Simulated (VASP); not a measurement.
# BN in VASP: notebook

The runs below take BN through phonons, band structure, with PBE+D3(BJ), r2SCAN+rVV10, r2SCAN, LDA.

All numbers are computed with VASP 6.6.1; they aren't measurements. Logs are shortened: lines on timing, memory, paths and dates and some standing lists are left out, and cuts for length are marked.

## Step 1: The slab as given

The cell holds a slab with vacuum, 2 atoms: a = 2.509 Å, b = 2.509 Å, c = 18.000 Å, α = 90.00°, β = 90.00°, γ = 120.00°.

## Step 2: Phonons, PBE+D3(BJ)

The input, POSCAR:

```
BN
1.0
    2.5087934974      0.0000000000      0.0000000000
   -1.2543967487      2.1726788968      0.0000000000
    0.0000000000      0.0000000000     18.0000000000
  B               N
     1     1
Direct
     0.6666666699999979    0.3333333300000021    0.5000000000000000
     0.3333333300000021    0.6666666699999979    0.5000000000000000
```

The input, INCAR.step1:

```
SYSTEM = BN
PREC = Accurate ; ENCUT = 600
EDIFF = 1E-8 ; ISMEAR = 0
SIGMA = 0.03 ; LREAL = .False.
LASPH = .True. ; NELM = 80
ALGO = Normal ; ISIF = 2
LWAVE = .False. ; LCHARG = .False.
GGA = PE ; IVDW = 12
LATTICE_CONSTRAINTS = .TRUE. .TRUE. .FALSE. ; IBRION = 2
NSW = 40 ; EDIFFG = -0.002
```

The input, INCAR.step2:

```
SYSTEM = BN
PREC = Accurate ; ENCUT = 600
EDIFF = 1E-8 ; ISMEAR = 0
SIGMA = 0.03 ; LREAL = .False.
LASPH = .True. ; NELM = 80
ALGO = Normal ; ISIF = 2
LWAVE = .False. ; LCHARG = .False.
GGA = PE ; IVDW = 12
LATTICE_CONSTRAINTS = .TRUE. .TRUE. .FALSE. ; IBRION = 6
NFREE = 2 ; POTIM = 0.015
NSW = 1
```

The input, KPOINTS:

```
Automatic mesh
0
Gamma
  15 15 1
  0 0 0
```

Potentials or basis: VASP PAW PBE potentials, release 64 (B, N).

Launch:

```sh
cat potpaw_PBE.64/B/POTCAR potpaw_PBE.64/N/POTCAR > POTCAR
cp INCAR.step1 INCAR
mpirun -np 1 vasp_std > vasp.out
cp CONTCAR POSCAR
cp INCAR.step2 INCAR
mpirun -np 1 vasp_std > vasp.out
```

OUTCAR:

```text
SYSTEM = BN
   PREC = Accurate
   ENCUT = 600
   EDIFF = 1E-8
   ISMEAR = 0
   LREAL = .False.
   LASPH = .True.
   NELM = 80
   ISIF = 2
   GGA = PE
   IVDW = 12
   IBRION = 6
   NFREE = 2
   POTIM = 0.015
   NSW = 1
 IVDW          = 12

 ion  position               nearest neighbor table
   1  0.667  0.333  0.500-   2 1.45   2 1.45   2 1.45
   2  0.333  0.667  0.500-   1 1.45   1 1.45   1 1.45

  LATTYP: Found a hexagonal cell.
 ALAT       =     2.5087934974
 C/A-ratio  =     7.1747634943

  Lattice vectors:

 A1 = (   2.5087934974,   0.0000000000,   0.0000000000)
 A2 = (  -1.2543967487,   2.1726788968,   0.0000000000)
 A3 = (   0.0000000000,   0.0000000000,  18.0000000000)

Analysis of symmetry for initial positions (statically):
=====================================================================
 Subroutine PRICEL returns:
 Original cell was already a primitive cell.

 Routine SETGRP: Setting up the symmetry group for a
 hexagonal supercell.

 Subroutine GETGRP returns: Found 12 space group operations
 (whereof 12 operations were pure point group operations)
 out of a pool of 24 trial point group operations.

The static configuration has the point symmetry D_3h.

Analysis of symmetry for dynamics (positions and initial velocities):
=====================================================================
 Subroutine PRICEL returns:
 Original cell was already a primitive cell.

 Routine SETGRP: Setting up the symmetry group for a
 hexagonal supercell.

 Subroutine GETGRP returns: Found 12 space group operations
 (whereof 12 operations were pure point group operations)
 out of a pool of 24 trial point group operations.

The dynamic configuration has the point symmetry D_3h.

 Subroutine INISYM returns: Found 12 space group operations
 (whereof 12 operations are pure point group operations),
 and found     1 'primitive' translations

----------------------------------------------------------------------------------------

                                     Primitive cell

  volume of cell :      98.1144

  direct lattice vectors                    reciprocal lattice vectors
     2.508793497  0.000000000  0.000000000     0.398597972  0.230130647  0.000000000
    -1.254396749  2.172678897  0.000000000     0.000000000  0.460261294  0.000000000
     0.000000000  0.000000000 18.000000000     0.000000000  0.000000000  0.055555556

  length of vectors
     2.508793497  2.508793493 18.000000000     0.460261293  0.460261294  0.055555556

  position of ions in fractional coordinates (direct lattice)
     0.666666670  0.333333330  0.500000000
     0.333333330  0.666666670  0.500000000

  ion indices of the primitive-cell ions
   primitive index   ion index
                 1           1
                 2           2

----------------------------------------------------------------------------------------

 KPOINTS: Automatic mesh

Automatic generation of k-mesh.
 Grid dimensions read from file:
 generate k-points for:   15   15    1

 Generating k-lattice:

  Cartesian coordinates                     Fractional coordinates (reciprocal lattice)
     0.026573198  0.015342043  0.000000000     0.066666667  0.000000000  0.000000000
     0.000000000  0.030684086  0.000000000     0.000000000  0.066666667  0.000000000
     0.000000000  0.000000000  0.055555556     0.000000000  0.000000000  1.000000000

  Length of vectors
     0.030684086  0.030684086  0.055555556

  Shift w.r.t. Gamma in fractional coordinates (k-lattice)
     0.000000000  0.000000000  0.000000000

 Subroutine IBZKPT returns following result:
 ===========================================

 Found     27 irreducible k-points:

 Following reciprocal coordinates:
            Coordinates               Weight
  0.000000  0.000000  0.000000      1.000000
  0.066667  0.000000  0.000000      6.000000
  0.133333 -0.000000  0.000000      6.000000
  0.200000 -0.000000  0.000000      6.000000
  0.266667 -0.000000  0.000000      6.000000
  0.333333 -0.000000  0.000000      6.000000
[... 16 lines left out ...]
  0.333333  0.200000  0.000000     12.000000
  0.400000  0.200000  0.000000      6.000000
 [... further k-points ...]
   k-points           NKPTS =     27   k-points in BZ     NKDIM =     27   number of bands    NBANDS=      8
   number of dos      NEDOS =    301   number of ions     NIONS =      2
   total plane-waves  NPLWV =  57600
   dimension x,y,z NGX =    20 NGY =   20 NGZ =  144
   dimension x,y,z NGXF=    40 NGYF=   40 NGZF=  288
   ions per type =               1   1
   NGX,Y,Z   is equivalent  to a cutoff of  13.25, 13.25, 13.30 a.u.
   NGXF,Y,Z  is equivalent  to a cutoff of  26.51, 26.51, 26.60 a.u.
 SYSTEM =  BN
   PREC   = accura    normal or accurate (medium, high low for compatibility)
   ISTART =      0    job   : 0-new  1-cont  2-samecut
   ICHARG =      2    charge: 1-file 2-atom 10-const
   ISPIN  =      1    spin polarized calculation?
   LNONCOLLINEAR =      F non collinear calculations
   LSORBIT =      F    spin-orbit coupling
   LASPH  =      T    aspherical Exc in radial PAW
   ENCUT  =  600.0 eV  44.10 Ry    6.64 a.u.   5.01  5.01 35.95*2*pi/ulx,y,z
   NELM   =     80;   NELMIN=  2; NELMDL=  0     # of ELM steps
   EDIFF  = 0.1E-07   stopping-criterion for ELM
   LREAL  =      F    real-space projection
   EDIFFG = 0.1E-06   stopping-criterion for IOM
   NSW    =     61    number of steps for IOM
   IBRION =      6    ionic relax: 0-MD 1-quasi-New 2-CG
   NFREE  =      2    steps in history (QN), initial steepest desc. (CG)
   ISIF   =      2    stress and relaxation
   ISYM   =      2    0-nonsym 1-usesym 2-fastsym
   POTIM  = 0.0150    time-step for ionic-motion
   TEBEG  =    0.0;   TEEND  =   0.0 temperature during run
   PSTRESS=    0.0 pullay stress
   NELECT =       8.0000    total number of electrons
   NUPDOWN=      -1.0000    fix difference up-down
   EMIN   =  10.00;   EMAX   =-10.00  energy-range for DOS
   EFERMI =   0.00;   METHOD = LEGACY
   ISMEAR =     0;   SIGMA  =   0.03  broadening in eV -4-tet -1-fermi 0-gaus
   EFERMI_NEDOS =   21; number of points for ismear=-14 and -15
   IALGO  =     38    algorithm
   IMIX   =      4    mixing-type and parameters
     AMIX     =   0.40;   BMIX     =  1.00
     AMIX_MAG =   1.60;   BMIX_MAG =  1.00
  volume/ion in A,a.u.               =      49.06       331.05
  Fermi-wavevector in a.u.,A,eV,Ry     =   0.709895  1.341506  6.856660  0.503950
  Thomas-Fermi vector in A             =   1.796598
   LORBIT       =      0    0 simple, 1 ext, 2 COOP (PROOUT), +10 PAW based schemes
   GGA     = PE    functional components
   LHFCALC =     F    Hartree Fock is set to
   AEXX    =    0.0000 exact exchange contribution
   IVDW    =    12    specifies the selected vdW correction
   LEPSILON=     F    determine dielectric tensor
   LRPA    =     F    only Hartree local field effects (RPA)
 finite differences with symmetry
 non-spin polarized calculation
 Gauss-broadening in eV      SIGMA  =   0.03
  energy-cutoff  :      600.00
  volume of cell :       98.11
 maximum number of plane-waves:      3333
 NGX is ok and might be reduce to    20
   NGX =  9   NGY =  9   NGZ = 71

--------------------------------------- Ionic step        1  -------------------------------------------

 number of electron       8.0000000 magnetization

 Free energy of the ion-electron system (eV)
  ---------------------------------------------------
  ext. energy  EPLUGINS =         0.00000000
  ---------------------------------------------------
  free energy    TOTEN  =       -17.60358662 eV

  energy without entropy =      -17.60358662  energy(sigma->0) =      -17.60358662

------------------------ aborting loop because EDIFF is reached ----------------------------------------

 Edisp (eV)   -0.15427

 E8    (eV) :    -0.0495
[... 311 lines left out ...]
--------------------------------------- Ionic step        9  -------------------------------------------

 number of electron       8.0000000 magnetization

 Free energy of the ion-electron system (eV)
  ---------------------------------------------------
  ext. energy  EPLUGINS =         0.00000000
  ---------------------------------------------------
  free energy    TOTEN  =       -17.60197666 eV

  energy without entropy =      -17.60197666  energy(sigma->0) =      -17.60197666

 E-fermi :  -4.1700     XC(G=0):  -2.3319

 val. band max:       -4.3213713977   @ k =   0.3333   0.3333   0.0000
 cond. band min:       0.3496729115   @ k =   0.3333   0.3333   0.0000
 fundamental gap:      4.6710443091
 Fermi energy:        -4.1700071840

 k-point     1 :       0.0000    0.0000    0.0000
  band No.  band energies     occupation
      1     -21.9587      2.00000
      2      -9.5413      2.00000
      3      -5.6673      2.00000
      4      -5.6673      2.00000
      5       0.3618      0.00000
      6       1.3041      0.00000
      7       1.7236      0.00000
      8       2.8907      0.00000
[... 243 lines left out ...]
 k-point    24 :       0.4000    0.2000    0.0000
  band No.  band energies     occupation
      1     -18.5600      2.00000
      2     -12.7350      2.00000
      3     -10.2356      2.00000
      4      -4.7226      2.00000
      5       0.4957      0.00000
      6       7.7729      0.00000
      7       8.5970      0.00000
      8       8.9708      0.00000

 [... further k-points ...]

------------------------ aborting loop because EDIFF is reached ----------------------------------------

 Edisp (eV)   -0.15427

 E8    (eV) :    -0.0495
[... 25 lines left out ...]
  FREE ENERGIE OF THE ION-ELECTRON SYSTEM (eV)
  ---------------------------------------------------
  free  energy   TOTEN  =       -17.7562440803 eV

  energy  without entropy=      -17.7562440803  energy(sigma->0) =      -17.75624408

 INTERNAL STRAIN TENSORS FROM DISPLACED ATOMS
 ============================================

 INTERNAL STRAIN TENSOR FOR ION    1 for displacements in x,y,z  (eV/Angst):
          X           Y           Z          XY          YZ          ZX
  --------------------------------------------------------------------------------
  x     0.00000     0.00000     0.00000    12.12940     0.00000     0.00000
  y    12.12940   -12.12940     0.00000    -0.00000     0.00000     0.00000
  z     0.00000     0.00000     0.00000     0.00000     0.00000     0.00000

 INTERNAL STRAIN TENSOR FOR ION    2 for displacements in x,y,z  (eV/Angst):
          X           Y           Z          XY          YZ          ZX
  --------------------------------------------------------------------------------
  x     0.00000     0.00000     0.00000   -12.10619     0.00000     0.00000
  y   -12.10619    12.10619     0.00000    -0.00000     0.00000     0.00000
  z     0.00000     0.00000     0.00000     0.00000     0.00000     0.00000

 Eigenvectors and eigenvalues of the dynamical matrix
 ----------------------------------------------------

   1 f  =   40.423536 THz   253.988568 2PiTHz 1348.384025 cm-1   167.178237 meV
             X         Y         Z           dx          dy          dz
      1.254397  0.724226  9.000000     0.751259   -0.000000    0.000000
     -0.000000  1.448453  9.000000    -0.660008    0.000000    0.000000
[... 21 lines left out ...]
   6 f/i=    0.004325 THz     0.027172 2PiTHz    0.144254 cm-1     0.017885 meV
             X         Y         Z           dx          dy          dz
      1.254397  0.724226  9.000000    -0.256135    0.608281    0.000000
     -0.000000  1.448453  9.000000    -0.291547    0.692380    0.000000

 ELASTIC MODULI CONTR FROM IONIC RELAXATION (kBar)
 Direction    XX          YY          ZZ          XY          YZ          ZX
 --------------------------------------------------------------------------------
 XX         -58.7904     58.7904      0.0000     -0.0000      0.0000      0.0000
 YY          58.7904    -58.7904      0.0000      0.0000      0.0000      0.0000
 ZZ           0.0000      0.0000      0.0000      0.0000      0.0000      0.0000
 XY          -0.0000      0.0000      0.0000    -58.7904      0.0000      0.0000
 YZ           0.0000      0.0000      0.0000      0.0000      0.0000      0.0000
 ZX           0.0000      0.0000      0.0000      0.0000      0.0000      0.0000
 --------------------------------------------------------------------------------
```

It took 6.5 min on 1 thread of Intel Xeon Platinum 8488C (Sapphire Rapids), shared host; peak memory 0.4 GiB.

Results:

| Property | Result |
| --- | --- |
| Highest phonon frequency at Γ, LO-TO splitting left out | 1348 cm⁻¹ |
| Dispersion energy per atom | -0.077 eV |

Phonon frequencies in cm⁻¹ (negative: imaginary):
```tsv
q point	frequencies
(0.000, 0.000, 0.000)	0 0 0 799 1348 1348
```

(Continued in part 2 of 2.)
